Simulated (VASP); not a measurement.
# Si: convergence, optical spectrum of independent particles

Si, Fd-3m (no. 227), 2 atoms in the cell. LDA, independent-particle dielectric function; PAW potentials Si_GW (LDA set). VASP 6.6.1.

Wanted: ε at zero frequency, electronic within 1 %; spectrum (imaginary part of ε) within 10 %.

POSCAR:
```
Si
1.0
    0.0000000000      2.7218511865      2.7218511865
    2.7218511865      0.0000000000      2.7218511865
    2.7218511865      2.7218511865      0.0000000000
Si
2
Direct
    0.5000000000      0.5000000000      0.5000000000
    0.7500000000      0.7500000000      0.7500000000
```

The series start from Bands in all (NBANDS): 14; Plane-wave cutoff (eV): 270; Energy points: 2000; k mesh: 8 × 8 × 8; Precision mode: Accurate; Electronic algorithm: Normal. Each series keeps the choices made before it, and each single choice may use up half of a tolerance. Times cover all steps of a run.

## Bands in all (NBANDS)

| Bands in all (NBANDS) | ε at zero frequency, electronic | Spectrum (imaginary part of ε), largest deviation against the largest value | Time (s) |
|---|---|---|---|
| 7 | 14.9 | 2.2 % | 4.5 |
| 10 | 15.39 | 0.53 % | 4.5 |
| 14 | 15.41 | 0.46 % | 4.7 |
| 20 | 15.42 | 0.44 % | 5.1 |
| 28 | 15.42 | 0.24 % | 5.7 |
| 44 (reference) | 15.42 | 0 % | 6.5 |

Chosen: 10, the loosest value from which every tighter one stays within half of the tolerance.

## Plane-wave cutoff (eV)

| Plane-wave cutoff (eV) | ε at zero frequency, electronic | Spectrum (imaginary part of ε), largest deviation against the largest value | Time (s) |
|---|---|---|---|
| 150 | 15.28 | 10 % | 2.8 |
| 190 | 15.34 | 5.3 % | 3.4 |
| 230 | 15.37 | 2.6 % | 3.7 |
| 270 | 15.39 | 1.2 % | 4.5 |
| 340 (reference) | 15.4 | 0 % | 4.6 |

Chosen: 230.

## Energy points

| Energy points | ε at zero frequency, electronic | Spectrum (imaginary part of ε), largest deviation against the largest value | Time (s) |
|---|---|---|---|
| default | 15.37 | 0.25 % | 3.4 |
| 2000 | 15.37 | 0.028 % | 3.7 |
| 4000 (reference) | 15.37 | 0 % | 4.8 |

Chosen: default.

## k mesh

| k mesh | ε at zero frequency, electronic | Spectrum (imaginary part of ε), largest deviation against the largest value | Time (s) |
|---|---|---|---|
| 4 × 4 × 4 | 25.86 | 206 % | 3.1 |
| 5 × 5 × 5 | 20.68 | 126 % | 3.3 |
| 7 × 7 × 7 | 16.3 | 83 % | 3.4 |
| 8 × 8 × 8 | 15.37 | 56 % | 3.4 |
| 11 × 11 × 11 | 14.33 | 41 % | 3.9 |
| 14 × 14 × 14 | 14.1 | 35 % | 4.7 |
| 17 × 17 × 17 | 14.06 | 34 % | 5.8 |
| 20 × 20 × 20 | 14.05 | 20 % | 7.1 |
| 24 × 24 × 24 (reference) | 14.04 | 0 % | 9.9 |

Chosen: 24 × 24 × 24; the next looser run is off by more than half of the tolerance, so convergence isn't shown beyond this value.

## Precision mode

| Precision mode | ε at zero frequency, electronic | Spectrum (imaginary part of ε), largest deviation against the largest value | Time (s) |
|---|---|---|---|
| Accurate | 14.04 | 0 % | 9.9 |
| Normal | 14.04 | 0.039 % | 6.0 |
| Single | 14.04 | 0.0043 % | 9.4 |

Chosen: Normal, the fastest of those that stay within half of the tolerance.

## Electronic algorithm

| Electronic algorithm | ε at zero frequency, electronic | Spectrum (imaginary part of ε), largest deviation against the largest value | Time (s) |
|---|---|---|---|
| Normal | 14.04 | 0 % | 6.0 |
| Fast | 14.04 | 0.019 % | 5.7 |
| Exact | 14.04 | 0.15 % | 78 |

Chosen: Normal; no other choice that stays within half of the tolerance saves 30 % of the time.

## All choices together

| Input | ε at zero frequency, electronic | Spectrum (imaginary part of ε), largest deviation against the largest value | Time (s) |
|---|---|---|---|
| all settings of the optics step left to the defaults, ground-state mesh (naive) | 15.23 | 40 % | 4.2 |
| chosen settings | 14.04 | 2 % | 6.0 |
| reference settings throughout | 14.1 | 0 % | 37 |

The chosen settings stay within the tolerance of the reference run, but the reference itself isn't shown to be converged in: k mesh.

## The input

INCAR.step1:
```
PREC = Normal
ENCUT = 230
ISMEAR = 0
SIGMA = 0.02
EDIFF = 1E-7
LASPH = T
KPAR = 4
LWAVE = F
LCHARG = T
GGA = CA
```

INCAR.step2:
```
PREC = Normal
ENCUT = 230
ISMEAR = 0
SIGMA = 0.05
EDIFF = 1E-6
LASPH = T
KPAR = 4
LWAVE = F
LCHARG = F
ICHARG = 11
LOPTICS = T
NBANDS = 10
CSHIFT = 0.1
ALGO = Normal
GGA = CA
```

KPOINTS.step1:
```
k-points
0
Gamma
  8 8 8
```

KPOINTS.step2:
```
Automatic mesh
0
Gamma
  24 24 24
  0 0 0
```

Commands (each step's output is kept before the next begins):
```
cat potpaw_LDA.64/Si_GW/POTCAR > POTCAR
cp INCAR.step1 INCAR
cp KPOINTS.step1 KPOINTS
mpirun -np 4 vasp_std > vasp.out
cp INCAR.step2 INCAR
cp KPOINTS.step2 KPOINTS
mpirun -np 4 vasp_std > vasp.out
```

Limits: The pull between electron and hole is left out; the onset follows the functional's gap, which semilocal functionals usually make too small.

The chosen input took VASP 6.6.1 6.0 s on 4 cores (Intel Xeon 6975P-C (Granite Rapids)), a shared host.

## An input that fails: CSHIFT 1.5

It runs to its end, but against the unchanged starting input it is off by 14 % in the ε at zero frequency, electronic, 80 % in the spectrum (imaginary part of ε).

Changes against the starting input:
```
(step 2)
- CSHIFT = 0.1
+ CSHIFT = 1.5
```
